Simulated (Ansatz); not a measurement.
**How AgCl answers to pressure**

```
CELL_PARAMETERS angstrom
0.00000 2.77315 2.77315
2.77315 0.00000 2.77315
2.77315 2.77315 0.00000
ATOMIC_POSITIONS crystal
Ag 0.50000 0.50000 0.50000
Cl 0.00000 0.00000 0.00000
```

The cell is COD entry 9011666, as deposited and not checked against the literature; nothing was relaxed.

Theory: DFT, PBE, all-electron LAPW, scalar-relativistic (Ansatz 0.2.0).

The runs use a Γ-centred 9×9×9 k mesh, Fermi–Dirac smearing of 0.01 eV, basis error target 0.5 meV/atom, no spin polarisation.

The cell is scaled evenly with fractional coordinates held. Semilocal gaps are too small, but their slopes carry over better.

```
V/V(cell)  P (GPa)  gap on the k mesh (eV)
   0.9800     2.68                   0.957
   1.0000     1.61                   0.959
   1.0200     0.67                   0.963
   1.0400    -0.17                   0.968
```

Task: From the rows at 0.9800 and 1.0200, what is the bulk modulus at the cell's volume?

Result: B = −ΔP/Δln V = −[(0.67) − (2.68)]/0.04001 = 50.2 GPa. This is the modulus at 1.61 GPa, not at zero pressure.

Task: What are the gap's volume deformation potential and pressure coefficient?

Result: dEg/dln V = (0.963 − 0.957)/0.04001 = 0.15 eV, and dEg/dP = −(dEg/dln V)/B = -3 meV/GPa: pressure narrows the gap.

Task: Predict the row at V/V(cell) = 0.9600. How far is a linear estimate of P off?

Result: P = 3.89 GPa, gap 0.956 eV. The linear estimate P(cell) − B ln(V/V(cell)) = 3.66 GPa misses by 0.23 GPa, since the modulus grows under compression.
